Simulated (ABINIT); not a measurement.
# WC (Qusongite) (P-6m2) in ABINIT: settings compared

One crystal, WC (Qusongite), is run at these levels: PBEsol, LDA; tasks: single point.

All numbers are computed with ABINIT 10.8.3 (patched build); they aren't measurements. Logs are shortened: lines on timing, memory, paths and dates and some standing lists are left out, and cuts for length are marked. The log counts tension as positive stress, the text compression.

## 1. The crystal as given

It takes space group P-6m2 (No. 187, hexagonal). The conventional cell has a = 2.907 Å, b = 2.907 Å, c = 2.837 Å, α = 90.00°, β = 90.00°, γ = 120.00°. W (site symmetry -6m2) has 6 C at 2.20 Å as nearest neighbours. C (site symmetry -6m2) is surrounded by 6 W at 2.20 Å.

## 2. Single point, PBEsol

run.abi

```
# Pseudopotentials
pp_dirpath "./"
pseudos "W.upf, C.upf"

# Structure
acell 2.9065 2.9065 2.8366 Angstrom
rprim
     1.0000000000     0.0000000000     0.0000000000
    -0.5000000000     0.8660254038     0.0000000000
     0.0000000000     0.0000000000     1.0000000000
ntypat 2
znucl 74 6
natom 2
typat 1 2
xred
     0.0000000000     0.0000000000     0.0000000000
     0.6666666667     0.3333333333     0.5000000000

# Plane-wave basis
ecut 37.0

# k points
kptopt 1
ngkpt 8 8 7
nshiftk 1
shiftk 0.0 0.0 0.0

# Exchange and correlation
ixc -116133

# Bands and occupations
nband 13
occopt 3
tsmear 0.00183747

# SCF cycle
nstep 100
tolvrs 1.0e-10

# Output
iomode 3
prtwf 0
prtden 0
prteig 0
prtebands 0
enunit 1
```

Potentials or basis: PseudoDojo NC SR PBEsol v0.4.1 standard.

On the command line:

```console
> abinit run.abi > log 2>&1
```

run.abo:

```text
.Version 10.8.3 of ABINIT
 Symmetries : space group P-6 m 2 (#187); Bravais hP (primitive hexag.)
================================================================================
 Values of the parameters that define the memory need of the present run
     intxc =       0    ionmov =       0      iscf =       7    lmnmax =       8
     lnmax =       8     mgfft =      32  mpssoang =       4    mqgrid =    3001
     natom =       2  nloc_mem =       1    nspden =       1   nspinor =       1
    nsppol =       1      nsym =      12    n1xccc =    2501    ntypat =       2
    occopt =       3   xclevel =       2
       mpw =        1535          nfft =       30720          nkpt =          40
================================================================================
================================================================================

--------------------------------------------------------------------------------
------------- Echo of variables that govern the present computation ------------
--------------------------------------------------------------------------------
 -outvars: echo values of preprocessed input variables --------
            acell      5.4924889850E+00  5.4924889850E+00  5.3603971288E+00 Bohr
              amu      1.83850000E+02  1.20110000E+01
             ecut      3.70000000E+01 Hartree
           enunit           1
              ixc     -116133
         kptrlatt        8    0    0      0    8    0      0    0    7
          kptrlen      3.75227799E+01
            natom           2
            nband          13
            ngfft          32      32      30
             nkpt          40
            nstep         100
             nsym          12
           ntypat           2
           occopt           3
           prtden           0
        prtebands           0
           prteig           0
            prtwf           0
            rprim      1.0000000000E+00  0.0000000000E+00  0.0000000000E+00
                      -5.0000000000E-01  8.6602540380E-01  0.0000000000E+00
                       0.0000000000E+00  0.0000000000E+00  1.0000000000E+00
          spgroup         187
           tolvrs      1.00000000E-10
           tsmear      1.83747000E-03 Hartree
            typat      1  2
           xangst      0.0000000000E+00  0.0000000000E+00  0.0000000000E+00
                       1.4532500000E+00  8.3903427871E-01  1.4183000000E+00
            xcart      0.0000000000E+00  0.0000000000E+00  0.0000000000E+00
                       2.7462444925E+00  1.5855449970E+00  2.6801985644E+00
             xred      0.0000000000E+00  0.0000000000E+00  0.0000000000E+00
                       6.6666666667E-01  3.3333333333E-01  5.0000000000E-01
            znucl       74.00000    6.00000

================================================================================

 chkinp: Checking input parameters for consistency.

================================================================================
== DATASET  1 ==================================================================

[... 88 lines left out ...]
 Atom  Sphere_radius  Integrated_density
    1        2.00000         10.17314197
    2        2.00000          4.07563983
================================================================================

 ----iterations are completed or convergence reached----

 Mean square residual over all n,k,spin=   30.115E-08; max=  10.152E-05
 reduced coordinates (array xred) for    2 atoms
       0.000000000000      0.000000000000      0.000000000000
       0.666666666667      0.333333333333      0.500000000000
 rms dE/dt=  0.0000E+00; max dE/dt=  0.0000E+00; dE/dt below (all hartree)
    1       0.000000000000      0.000000000000      0.000000000000
    2       0.000000000000      0.000000000000      0.000000000000

 cartesian coordinates (angstrom) at end:
    1      0.00000000000000     0.00000000000000     0.00000000000000
    2      1.45325000000000     0.83903427871490     1.41830000000000

 cartesian forces (hartree/bohr) at end:
    1     -0.00000000000000    -0.00000000000000    -0.00000000000000
    2     -0.00000000000000    -0.00000000000000    -0.00000000000000
 frms,max,avg= 0.0000000E+00 0.0000000E+00   0.000E+00  0.000E+00  0.000E+00 h/b

 cartesian forces (eV/Angstrom) at end:
    1     -0.00000000000000    -0.00000000000000    -0.00000000000000
    2     -0.00000000000000    -0.00000000000000    -0.00000000000000
 frms,max,avg= 0.0000000E+00 0.0000000E+00   0.000E+00  0.000E+00  0.000E+00 e/A
 length scales=  5.492488984951  5.492488984951  5.360397128750 bohr
              =  2.906500000000  2.906500000000  2.836600000000 angstroms
 Fermi (or HOMO) energy (eV) =  17.45578   Average Vxc (eV)= -14.32936
 Eigenvalues (   eV  ) for nkpt=  40  k points:
 kpt#   1, nband= 13, wtk=  0.00223, kpt=  0.0000  0.0000  0.0000 (reduced coord)
 -56.63537  -20.63161  -20.50847  -20.50847    2.87456   12.98833   13.98066   13.98066
  17.41601   20.53718   20.53718   22.95140   22.95149
 prteigrs : prtvol=0 or 1, do not print more k-points.

--- !EnergyTerms
iteration_state     : {dtset: 1, }
comment             : Components of total free energy in Hartree
kinetic             :  2.43820794348533E+01
hartree             :  8.73533814122510E+00
xc                  : -1.86221675202649E+01
Ewald energy        : -6.60113242817038E+01
psp_core            :  2.03885031285302E+00
local_psp           : -4.48156887624231E+01
non_local_psp       :  1.24389684368160E+01
internal            : -8.18539442386444E+01
'-kT*entropy'       : -6.62868297575398E-05
total_energy        : -8.18540105254742E+01
total_energy_eV     : -2.22736109619127E+03
band_energy         : -4.30889480577652E+00
...

 Cartesian components of stress tensor (hartree/bohr^3)
  sigma(1 1)=  9.91820074E-05  sigma(3 2)=  0.00000000E+00
  sigma(2 2)=  9.91820069E-05  sigma(3 1)=  0.00000000E+00
  sigma(3 3)=  1.54010184E-04  sigma(2 1)=  0.00000000E+00

-Cartesian components of stress tensor (GPa)         [Pressure= -3.4557E+00 GPa]
- sigma(1 1)=  2.91803540E+00  sigma(3 2)=  0.00000000E+00
- sigma(2 2)=  2.91803539E+00  sigma(3 1)=  0.00000000E+00
- sigma(3 3)=  4.53113605E+00  sigma(2 1)=  0.00000000E+00

== END DATASET(S) ==============================================================
================================================================================

 -outvars: echo values of variables after computation  --------
            acell      5.4924889850E+00  5.4924889850E+00  5.3603971288E+00 Bohr
           etotal     -8.1854010525E+01
            fcart     -0.0000000000E+00 -0.0000000000E+00 -0.0000000000E+00
                      -0.0000000000E+00 -0.0000000000E+00 -0.0000000000E+00
            rprim      1.0000000000E+00  0.0000000000E+00  0.0000000000E+00
                      -5.0000000000E-01  8.6602540380E-01  0.0000000000E+00
                       0.0000000000E+00  0.0000000000E+00  1.0000000000E+00
           strten      9.9182007425E-05  9.9182006898E-05  1.5401018397E-04
                       0.0000000000E+00  0.0000000000E+00  0.0000000000E+00
           xangst      0.0000000000E+00  0.0000000000E+00  0.0000000000E+00
                       1.4532500000E+00  8.3903427871E-01  1.4183000000E+00
             xred      0.0000000000E+00  0.0000000000E+00  0.0000000000E+00
                       6.6666666667E-01  3.3333333333E-01  5.0000000000E-01
 Calculation completed.
```

Wall time 22 s (1 thread of AMD EPYC 7R43 (Zen 3), shared host); peak memory 0.06 GiB.

Results:

```
Free energy                                           : -2227.3611 eV
Pressure                                              : -3.5 GPa
Band gap on the k mesh                                : none (metal or under the smearing width)
Valence electrons inside the program's atomic spheres : W 10.17; C 4.08
```

Stress tensor (GPa, compression positive):
```
-2.92  0.00  0.00
 0.00 -2.92  0.00
 0.00  0.00 -4.53
```

Levels at points of the mesh, in eV from the Fermi level:
| k point | band 6 | band 7 | band 8 | band 9 | band 10 | band 11 | band 12 | band 13 |
| --- | --- | --- | --- | --- | --- | --- | --- | --- |
| (0.00, 0.00, 0.00) | -4.47 | -3.48 | -3.48 | -0.04 | 3.08 | 3.08 | 5.50 | 5.50 |
| (0.50, 0.00, 0.00) | -7.19 | -3.77 | -3.72 | -0.59 | 2.19 | 4.40 | 4.75 | 6.73 |

## 3. Single point, PBEsol

run.abi

```
pp_dirpath "./"
pseudos "W.upf, C.upf"

acell 3*1.0
rprim
     5.4924889812     0.0000000000     0.0000000000
    -2.7462444906     4.7566349877     0.0000000000
     0.0000000000     0.0000000000     5.3603971251
ntypat 2
znucl 74 6
natom 2
typat 1 2
xcart
     0.0000000000     0.0000000000     0.0000000000
     1.4532500001     0.8390342786     1.4183000000 Angstrom

ecut 37.0

kptopt 1
ngkpt 8 8 7
nshiftk 1
shiftk 0.0 0.0 0.0

ixc -116133

nband 13
occopt 3
tsmear 0.05 eV

nstep 100
tolvrs 1.0e-10

iomode 3
prtwf 0
prtden 0
prteig 0
prtebands 0
```

Potentials or basis: PseudoDojo NC SR PBEsol v0.4.1 standard.

On the command line:

```console
> abinit run.abi > log 2>&1
```

Wall time 21 s (1 thread of Arm Neoverse V2, shared host); peak memory 0.07 GiB.

Results (log left out):

* Free energy: -2227.3611 eV
* Pressure: -3.5 GPa
* Band gap on the k mesh: none (metal or under the smearing width)
* Valence electrons inside the program's atomic spheres: W 10.17; C 4.08

Stress tensor (GPa, compression positive):
```
-2.92  0.00  0.00
 0.00 -2.92  0.00
 0.00  0.00 -4.53
```

Levels at points of the mesh, in eV from the Fermi level:
| k point | band 7 | band 8 | band 9 | band 10 | band 11 | band 12 |
| --- | --- | --- | --- | --- | --- | --- |
| (0.00, 0.00, 0.00) | -3.48 | -3.48 | -0.04 | 3.08 | 3.08 | 5.50 |
| (0.50, 0.00, 0.00) | -3.77 | -3.72 | -0.59 | 2.19 | 4.40 | 4.75 |

## 4. Single point, LDA

run.abi

```
# Pseudopotentials
pp_dirpath "./"
pseudos "W.upf, C.upf"

# Structure
acell 3*1.0
rprim
     5.4924889812     0.0000000000     0.0000000000
    -2.7462444906     4.7566349877     0.0000000000
     0.0000000000     0.0000000000     5.3603971251
ntypat 2
znucl 74 6
natom 2
typat 1 2
xred
     0.0000000000     0.0000000000     0.0000000000
     0.6666666667     0.3333333333     0.5000000000

# Plane-wave basis
ecut 31.0

# k points
kptopt 1
ngkpt 8 8 7
nshiftk 1
shiftk 0.0 0.0 0.0

# Exchange and correlation
ixc 7

# Bands and occupations
nband 13
occopt 3
tsmear 0.00183747

# SCF cycle
nstep 100
tolvrs 1.0e-10

# Output
iomode 3
prtwf 0
prtden 0
prteig 0
prtebands 0
```

Potentials or basis: PseudoDojo NC SR LDA v0.4.1 standard.

On the command line:

```console
> mpirun --bind-to none -np 4 abinit run.abi > log 2>&1
```

Run time: 4.2 s. Hardware: 4 MPI ranks of AMD EPYC 9R45 (Zen 5), shared host; peak memory 0.24 GiB.

The run converged. Its results:

* Free energy: -2230.6473 eV
* Band gap on the k mesh: none (metal or under the smearing width)
* Valence electrons inside the program's atomic spheres: W 10.20; C 4.06

Levels at points of the mesh, in eV from the Fermi level:
```csv
k point,band 6,band 7,band 8,band 9,band 10,band 11,band 12,band 13
"(0.00, 0.00, 0.00)",-4.46,-3.48,-3.48,-0.05,3.04,3.04,5.44,5.44
"(0.50, 0.00, 0.00)",-7.14,-3.78,-3.71,-0.59,2.15,4.36,4.70,6.68
```

Caveat: the cutoff is too short for stress, so the log's stress isn't used. Spin-orbit coupling is left out, which matters for the levels of W.
